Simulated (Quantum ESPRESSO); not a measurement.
**How biaxial strain moves the moments of FeSi**

Aim: follow moments and order energies of FeSi with biaxial strain.

Calculated with Quantum ESPRESSO 7.5; PBE; plane waves with GBRV 1.5 PBE potentials, no spin-orbit coupling.

## Step 1: Starting point

It takes space group P2_13 (No. 198, cubic). The conventional cell has a = 4.486 Å, b = 4.486 Å, c = 4.486 Å, α = 90.00°, β = 90.00°, γ = 90.00°. Fe has 7 Si at 2.30 to 2.52 Å nearest. Nearest to Si lie 7 Fe at 2.30 to 2.52 Å. Farther neighbours are not listed.

The cell comes from Materials Project 2023-11-01, a database of computed structures, and need not be the stable phase.

## Step 2: Biaxial 0.96, ferro ++++

Lengths in the Cartesian xy plane scale by the factor; z is kept. Atoms keep their fractional places. Seeded atoms are those given a starting moment.

pw.in reads:

```
&CONTROL
  calculation = 'scf'
  prefix = 'pwscf'
  outdir = './tmp'
  pseudo_dir = './pseudo'
  disk_io = 'nowf'
  tprnfor = .true.
  tstress = .true.
/
&SYSTEM
  ibrav = 0
  nat = 8
  ntyp = 2
  ecutwfc = 40
  ecutrho = 280
  nbnd = 58
  occupations = 'smearing'
  smearing = 'fd'
  degauss = 0.00367493
  nspin = 2
  starting_magnetization(1) = 0.175
  starting_magnetization(2) = 0
/
&ELECTRONS
  conv_thr = 1.6d-08
  electron_maxstep = 150
  mixing_beta = 0.3
/
ATOMIC_SPECIES
Fe     55.8450 fe_pbe_v1.5.uspp.F.UPF
Si     28.0850 si_pbe_v1.uspp.F.UPF
CELL_PARAMETERS angstrom
   4.3065600000    0.0000000000    0.0000000000
   0.0000000000    4.3065600000    0.0000000000
   0.0000000000    0.0000000000    4.4860000000
ATOMIC_POSITIONS crystal
Fe      0.8630876900    0.6369123100    0.3630876900
Fe      0.6369123100    0.3630876900    0.8630876900
Fe      0.3630876900    0.8630876900    0.6369123100
Fe      0.1369123100    0.1369123100    0.1369123100
Si      0.1586982700    0.3413017300    0.6586982700
Si      0.3413017300    0.6586982700    0.1586982700
Si      0.6586982700    0.1586982700    0.3413017300
Si      0.8413017300    0.8413017300    0.8413017300
K_POINTS automatic
6 6 6 0 0 0
```

On the command line:

```console
$ OMP_NUM_THREADS=1 mpirun -n 2 pw.x -nk 2 -in pw.in > pw.out
```

Log:

```text
Program PWSCF v.7.5 starts

     Message from routine setup:
     using ibrav=0 with symmetry is DISCOURAGED, use correct ibrav instead

     K-points division:     npool     =       2
     Subspace diagonalization in iterative solution of the eigenvalue problem:

     bravais-lattice index     =            0
     lattice parameter (alat)  =       8.1382  a.u.
     unit-cell volume          =     561.4575 (a.u.)^3
     number of atoms/cell      =            8
     number of atomic types    =            2
     number of electrons       =        80.00
     number of Kohn-Sham states=           58
     kinetic-energy cutoff     =      40.0000  Ry
     charge density cutoff     =     280.0000  Ry
     scf convergence threshold =      1.6E-08
     mixing beta               =       0.3000
     number of iterations used =            8  plain     mixing
     Exchange-correlation= SLA  PW   PBE  PBE
                           (   1   4   3   4   0   0   0)

     celldm(1)=   8.138219  celldm(2)=   0.000000  celldm(3)=   0.000000
     celldm(4)=   0.000000  celldm(5)=   0.000000  celldm(6)=   0.000000

     crystal axes: (cart. coord. in units of alat)
               a(1) = (   1.000000   0.000000   0.000000 )
               a(2) = (   0.000000   1.000000   0.000000 )
               a(3) = (   0.000000   0.000000   1.041667 )

     reciprocal axes: (cart. coord. in units 2 pi/alat)
               b(1) = (  1.000000  0.000000  0.000000 )
               b(2) = (  0.000000  1.000000  0.000000 )
               b(3) = (  0.000000  0.000000  0.960000 )

     PseudoPot. # 1 for Fe read from file:
     fe_pbe_v1.5.uspp.F.UPF
     Pseudo is Ultrasoft + core correction, Zval = 16.0

     PseudoPot. # 2 for Si read from file:
     si_pbe_v1.uspp.F.UPF
     Pseudo is Ultrasoft + core correction, Zval =  4.0

     atomic species   valence    mass     pseudopotential
     Fe               16.00    55.84500     Fe( 1.00)
     Si                4.00    28.08500     Si( 1.00)

     Starting magnetic structure
     atomic species   magnetization
     Fe              0.175
     Si              0.000

      4 Sym. Ops. (no inversion) found ( 3 have fractional translation)

   Cartesian axes

     site n.     atom                  positions (alat units)
         1        Fe     tau(   1) = (   0.8630877   0.6369123   0.3782163  )
         2        Fe     tau(   2) = (   0.6369123   0.3630877   0.8990497  )
         3        Fe     tau(   3) = (   0.3630877   0.8630877   0.6634503  )
         4        Fe     tau(   4) = (   0.1369123   0.1369123   0.1426170  )
         5        Si     tau(   5) = (   0.1586983   0.3413017   0.6861440  )
         6        Si     tau(   6) = (   0.3413017   0.6586983   0.1653107  )
         7        Si     tau(   7) = (   0.6586983   0.1586983   0.3555226  )
         8        Si     tau(   8) = (   0.8413017   0.8413017   0.8763560  )

     number of k points=    64  Fermi-Dirac smearing, width (Ry)=  0.0037
                       cart. coord. in units 2pi/alat
        k(    1) = (   0.0000000   0.0000000   0.0000000), wk =   0.0046296
        k(    2) = (   0.0000000   0.0000000   0.1600000), wk =   0.0092593
        k(    3) = (   0.0000000   0.0000000   0.3200000), wk =   0.0092593
        k(    4) = (   0.0000000   0.0000000  -0.4800000), wk =   0.0046296
        k(    5) = (   0.0000000   0.1666667   0.0000000), wk =   0.0092593
        [... 59 further k-points ...]

     Dense  grid:    44533 G-vectors     FFT dimensions: (  48,  48,  48)

     Smooth grid:    19183 G-vectors     FFT dimensions: (  36,  36,  36)

     Check: negative core charge=   -0.000034
     Generating pointlists ...
     new r_m :   0.2142 (alat units)  1.7430 (a.u.) for type    1
     new r_m :   0.2142 (alat units)  1.7430 (a.u.) for type    2

     Initial potential from superposition of free atoms

     starting charge      75.9973, renormalised to      80.0000
     Starting wfcs are   68 randomized atomic wfcs

     Self-consistent Calculation

     iteration #  1     ecut=    40.00 Ry     beta= 0.30
     Davidson diagonalization with overlap
     ethr =  1.00E-02,  avg # of iterations =  4.7

     total energy              =   -1037.34947876 Ry
     estimated scf accuracy    <       8.96196517 Ry

     total magnetization       =     4.71 Bohr mag/cell
     absolute magnetization    =     6.25 Bohr mag/cell

     iteration #  2     ecut=    40.00 Ry     beta= 0.30
     Davidson diagonalization with overlap
     ethr =  1.00E-02,  avg # of iterations =  2.1

     total energy              =   -1039.19965314 Ry
     estimated scf accuracy    <       6.43459688 Ry

     total magnetization       =     3.68 Bohr mag/cell
     absolute magnetization    =     4.90 Bohr mag/cell

     [... further iterations left out ...]

     iteration # 24     ecut=    40.00 Ry     beta= 0.30
     Davidson diagonalization with overlap
     ethr =  1.46E-10,  avg # of iterations =  1.5

     total energy              =   -1040.04425639 Ry
     estimated scf accuracy    <       0.00000002 Ry

     total magnetization       =    -0.00 Bohr mag/cell
     absolute magnetization    =     0.00 Bohr mag/cell

     iteration # 25     ecut=    40.00 Ry     beta= 0.30
     Davidson diagonalization with overlap
     ethr =  2.17E-11,  avg # of iterations =  1.5

     Magnetic moment per site  (integrated on atomic sphere of radius R)
     atom   1 (R=0.214)  charge= 14.0884  magn= -0.0001
     atom   2 (R=0.214)  charge= 14.0884  magn= -0.0001
     atom   3 (R=0.214)  charge= 14.0884  magn= -0.0001
     atom   4 (R=0.214)  charge= 14.0884  magn= -0.0001
     atom   5 (R=0.214)  charge=  1.6848  magn=  0.0000
     atom   6 (R=0.214)  charge=  1.6848  magn=  0.0000
     atom   7 (R=0.214)  charge=  1.6848  magn=  0.0000
     atom   8 (R=0.214)  charge=  1.6848  magn=  0.0000

     End of self-consistent calculation

     Number of k-points >= 100: set verbosity='high' to print the bands.

     the Fermi energy is    17.6829 ev

!    total energy              =   -1040.04425640 Ry
     estimated scf accuracy    <          1.6E-09 Ry
     smearing contrib. (-TS)   =      -0.00251886 Ry
     internal energy E=F+TS    =   -1040.04173754 Ry

     The total energy is F=E-TS. E is the sum of the following terms:
     one-electron contribution =    -580.34675092 Ry
     hartree contribution      =     340.97842384 Ry
     xc contribution           =    -135.32072693 Ry
     ewald contribution        =    -665.35268353 Ry

     total magnetization       =    -0.00 Bohr mag/cell
     absolute magnetization    =     0.00 Bohr mag/cell

     convergence has been achieved in  25 iterations

     Forces acting on atoms (cartesian axes, Ry/au):

     atom    1 type  1   force =    -0.00884515    0.00458127    0.00232252
     atom    2 type  1   force =     0.00884515   -0.00458127    0.00232252
     atom    3 type  1   force =    -0.00884515   -0.00458127   -0.00232252
     atom    4 type  1   force =     0.00884515    0.00458127   -0.00232252
     atom    5 type  2   force =    -0.00582267    0.00265991    0.00205869
     atom    6 type  2   force =     0.00582267   -0.00265991    0.00205869
     atom    7 type  2   force =    -0.00582267   -0.00265991   -0.00205869
     atom    8 type  2   force =     0.00582267    0.00265991   -0.00205869

     Total force =     0.024481     Total SCF correction =     0.000031

     Computing stress (Cartesian axis) and pressure

          total   stress  (Ry/bohr**3)                   (kbar)     P=      147.61
   0.00127877   0.00000000   0.00000000          188.11        0.00        0.00
   0.00000000   0.00130515   0.00000000            0.00      191.99        0.00
   0.00000000   0.00000000   0.00042630            0.00        0.00       62.71

=------------------------------------------------------------------------------=
   JOB DONE.
=------------------------------------------------------------------------------=
```

It took 3.3 min on 2 MPI ranks of Intel Xeon 6975P-C (Granite Rapids), shared host; peak memory 0.58 GiB; 6.5 min of CPU time.

Spin moment in the atom's sphere by atom:

```csv
atom,spin moment in the atom's sphere (μB)
Fe1,-0.0001
Fe2,-0.0001
Fe3,-0.0001
Fe4,-0.0001
Si5,0.0000
Si6,0.0000
Si7,0.0000
Si8,0.0000
```

Read from the output:

| Quantity | Value |
| --- | --- |
| smearing term TS | 0.03427 eV |
| pressure | 14.76 GPa |
| magnetization | 0 μB |
| absolute magnetization | 0 μB |
| final state | non-magnetic |

## Step 3: Biaxial 0.96, antiferro ++--

pw.in: that of step 2 with these lines changed.

```diff
@@ -12,6 +12,6 @@
   nat = 8
-  ntyp = 2
+  ntyp = 3
   ecutwfc = 40
   ecutrho = 280
-  nbnd = 58
+  nbnd = 52
   occupations = 'smearing'
@@ -21,3 +21,4 @@
   starting_magnetization(1) = 0.175
-  starting_magnetization(2) = 0
+  starting_magnetization(2) = -0.175
+  starting_magnetization(3) = 0
 /
@@ -29,3 +30,4 @@
 ATOMIC_SPECIES
-Fe     55.8450 fe_pbe_v1.5.uspp.F.UPF
+Fe1    55.8450 fe_pbe_v1.5.uspp.F.UPF
+Fe2    55.8450 fe_pbe_v1.5.uspp.F.UPF
 Si     28.0850 si_pbe_v1.uspp.F.UPF
@@ -36,6 +38,6 @@
 ATOMIC_POSITIONS crystal
-Fe      0.8630876900    0.6369123100    0.3630876900
-Fe      0.6369123100    0.3630876900    0.8630876900
-Fe      0.3630876900    0.8630876900    0.6369123100
-Fe      0.1369123100    0.1369123100    0.1369123100
+Fe1     0.8630876900    0.6369123100    0.3630876900
+Fe1     0.6369123100    0.3630876900    0.8630876900
+Fe2     0.3630876900    0.8630876900    0.6369123100
+Fe2     0.1369123100    0.1369123100    0.1369123100
 Si      0.1586982700    0.3413017300    0.6586982700
```

Log:

```text
     [... lines left out ...]
Program PWSCF v.7.5 starts
     [... lines left out ...]
     number of atoms/cell      =            8
     [... lines left out ...]
     number of electrons       =        80.00
     number of Kohn-Sham states=           52
     kinetic-energy cutoff     =      40.0000  Ry
     charge density cutoff     =     280.0000  Ry
     scf convergence threshold =      1.6E-08
     [... lines left out ...]
      2 Sym. Ops. (no inversion) found ( 1 have fractional translation)
     [... lines left out ...]
     number of k points=    80  Fermi-Dirac smearing, width (Ry)=  0.0037
     [... lines left out ...]
     iteration # 19     ecut=    40.00 Ry     beta= 0.30
     [... lines left out ...]
     Magnetic moment per site  (integrated on atomic sphere of radius R)
     atom   1 (R=0.214)  charge= 14.0883  magn=  0.0001
     atom   2 (R=0.214)  charge= 14.0883  magn=  0.0001
     atom   3 (R=0.214)  charge= 14.0882  magn= -0.0000
     atom   4 (R=0.214)  charge= 14.0882  magn= -0.0000
     atom   5 (R=0.214)  charge=  1.6847  magn= -0.0000
     atom   6 (R=0.214)  charge=  1.6847  magn= -0.0000
     atom   7 (R=0.214)  charge=  1.6847  magn= -0.0000
     atom   8 (R=0.214)  charge=  1.6847  magn= -0.0000
     [... lines left out ...]
     the Fermi energy is    17.6829 ev
!    total energy              =   -1040.04425808 Ry
     estimated scf accuracy    <          5.2E-09 Ry
     smearing contrib. (-TS)   =      -0.00251903 Ry
     [... lines left out ...]
     total magnetization       =     0.00 Bohr mag/cell
     absolute magnetization    =     0.00 Bohr mag/cell
     convergence has been achieved in  19 iterations
     [... lines left out ...]
     Total force =     0.024450     Total SCF correction =     0.000179
     [... lines left out ...]
          total   stress  (Ry/bohr**3)                   (kbar)     P=      147.90
     [... lines left out ...]
```

Elapsed: 3 min, on 2 MPI ranks; peak memory 0.62 GiB.

Spin moment in the atom's sphere by atom:

```csv
atom,spin moment in the atom's sphere (μB)
Fe1,0.0001
Fe2,0.0001
Fe3,0.0000
Fe4,0.0000
Si5,0.0000
Si6,0.0000
Si7,0.0000
Si8,0.0000
```

Read from the output:

```yaml
smearing_term_ts: 0.03427 eV
pressure: 14.79 GPa
magnetization: 0 μB
absolute_magnetization: 0 μB
final_state: non-magnetic
```

## Step 4: Biaxial 0.96, no spin polarisation

pw.in reads:

```
&CONTROL
  calculation = 'scf'
  prefix = 'pwscf'
  outdir = './tmp'
  pseudo_dir = './pseudo'
  disk_io = 'nowf'
  tprnfor = .true.
  tstress = .true.
/
&SYSTEM
  ibrav = 0
  nat = 8
  ntyp = 2
  ecutwfc = 40
  ecutrho = 280
  nbnd = 52
  occupations = 'smearing'
  smearing = 'fd'
  degauss = 0.00367493
/
&ELECTRONS
  conv_thr = 1.6d-08
  electron_maxstep = 150
  mixing_beta = 0.3
/
ATOMIC_SPECIES
Fe     55.8450 fe_pbe_v1.5.uspp.F.UPF
Si     28.0850 si_pbe_v1.uspp.F.UPF
CELL_PARAMETERS angstrom
   4.3065600000    0.0000000000    0.0000000000
   0.0000000000    4.3065600000    0.0000000000
   0.0000000000    0.0000000000    4.4860000000
ATOMIC_POSITIONS crystal
Fe      0.8630876900    0.6369123100    0.3630876900
Fe      0.6369123100    0.3630876900    0.8630876900
Fe      0.3630876900    0.8630876900    0.6369123100
Fe      0.1369123100    0.1369123100    0.1369123100
Si      0.1586982700    0.3413017300    0.6586982700
Si      0.3413017300    0.6586982700    0.1586982700
Si      0.6586982700    0.1586982700    0.3413017300
Si      0.8413017300    0.8413017300    0.8413017300
K_POINTS automatic
6 6 6 0 0 0
```

Log:

```text
     [... lines left out ...]
Program PWSCF v.7.5 starts
     [... lines left out ...]
     number of atoms/cell      =            8
     [... lines left out ...]
     number of electrons       =        80.00
     number of Kohn-Sham states=           52
     kinetic-energy cutoff     =      40.0000  Ry
     charge density cutoff     =     280.0000  Ry
     scf convergence threshold =      1.6E-08
     [... lines left out ...]
      4 Sym. Ops. (no inversion) found ( 3 have fractional translation)
     [... lines left out ...]
     number of k points=    64  Fermi-Dirac smearing, width (Ry)=  0.0037
     [... lines left out ...]
     iteration # 10     ecut=    40.00 Ry     beta= 0.30
     [... lines left out ...]
     the Fermi energy is    17.6829 ev
!    total energy              =   -1040.04426415 Ry
     estimated scf accuracy    <          7.4E-09 Ry
     smearing contrib. (-TS)   =      -0.00251935 Ry
     [... lines left out ...]
     convergence has been achieved in  10 iterations
     [... lines left out ...]
     Total force =     0.024496     Total SCF correction =     0.000383
     [... lines left out ...]
          total   stress  (Ry/bohr**3)                   (kbar)     P=      147.91
     [... lines left out ...]
```

Wall time 45 s (2 MPI ranks); peak memory 0.41 GiB.

Read from the output:

```yaml
smearing_term_ts: 0.03428 eV
pressure: 14.79 GPa
final_state: non-magnetic (no spin polarisation)
```

## Step 5: Biaxial 1.04, ferro ++++

pw.in: that of step 4 with these lines changed.

```diff
@@ -15,3 +15,3 @@
   ecutrho = 280
-  nbnd = 52
+  nbnd = 58
   occupations = 'smearing'
@@ -19,2 +19,5 @@
   degauss = 0.00367493
+  nspin = 2
+  starting_magnetization(1) = 0.175
+  starting_magnetization(2) = 0
 /
@@ -29,4 +32,4 @@
 CELL_PARAMETERS angstrom
-   4.3065600000    0.0000000000    0.0000000000
-   0.0000000000    4.3065600000    0.0000000000
+   4.6654400000    0.0000000000    0.0000000000
+   0.0000000000    4.6654400000    0.0000000000
    0.0000000000    0.0000000000    4.4860000000
```

Log:

```text
     [... lines left out ...]
Program PWSCF v.7.5 starts
     [... lines left out ...]
     number of atoms/cell      =            8
     [... lines left out ...]
     number of electrons       =        80.00
     number of Kohn-Sham states=           58
     kinetic-energy cutoff     =      40.0000  Ry
     charge density cutoff     =     280.0000  Ry
     scf convergence threshold =      1.6E-08
     [... lines left out ...]
      4 Sym. Ops. (no inversion) found ( 3 have fractional translation)
     [... lines left out ...]
     number of k points=    64  Fermi-Dirac smearing, width (Ry)=  0.0037
     [... lines left out ...]
     iteration # 14     ecut=    40.00 Ry     beta= 0.30
     [... lines left out ...]
     Magnetic moment per site  (integrated on atomic sphere of radius R)
     atom   1 (R=0.208)  charge= 14.2122  magn=  1.1175
     atom   2 (R=0.208)  charge= 14.2122  magn=  1.1175
     atom   3 (R=0.208)  charge= 14.2122  magn=  1.1175
     atom   4 (R=0.208)  charge= 14.2122  magn=  1.1175
     atom   5 (R=0.208)  charge=  1.7876  magn= -0.0642
     atom   6 (R=0.208)  charge=  1.7876  magn= -0.0642
     atom   7 (R=0.208)  charge=  1.7876  magn= -0.0642
     atom   8 (R=0.208)  charge=  1.7876  magn= -0.0642
     [... lines left out ...]
     the Fermi energy is    14.6809 ev
!    total energy              =   -1040.02085911 Ry
     estimated scf accuracy    <          5.5E-09 Ry
     smearing contrib. (-TS)   =      -0.00402048 Ry
     [... lines left out ...]
     total magnetization       =     4.00 Bohr mag/cell
     absolute magnetization    =     5.13 Bohr mag/cell
     convergence has been achieved in  14 iterations
     [... lines left out ...]
     Total force =     0.024064     Total SCF correction =     0.000137
     [... lines left out ...]
          total   stress  (Ry/bohr**3)                   (kbar)     P=     -154.29
     [... lines left out ...]
```

Wall time 2.2 min (2 MPI ranks); peak memory 0.65 GiB.

This step gave:

```yaml
smearing_term_ts: 0.05470 eV
pressure: -15.43 GPa
magnetization: 3.998 μB
absolute_magnetization: 5.133 μB
final_state: ferromagnetic
largest_moment: 1.117 μB
```

(Part 1 of 2 ends here.)

[Logs and program files are shortened in this print: banners, set-up blocks, solver, clock and traceback lines can be left out without a mark of their own.]

[Logs are printed without paths, hosts, clocks, repeated set-up lines and the standing remarks that a program may print on its own settings, such as how far it seeks lower states.]

[Hosts, paths, dates, database ids (printed as entryN), source tags and the programs' standing remarks are cut or masked in the printed files.]

[Where a cell is said to come from a database of computed structures, the database is the Materials Project.]
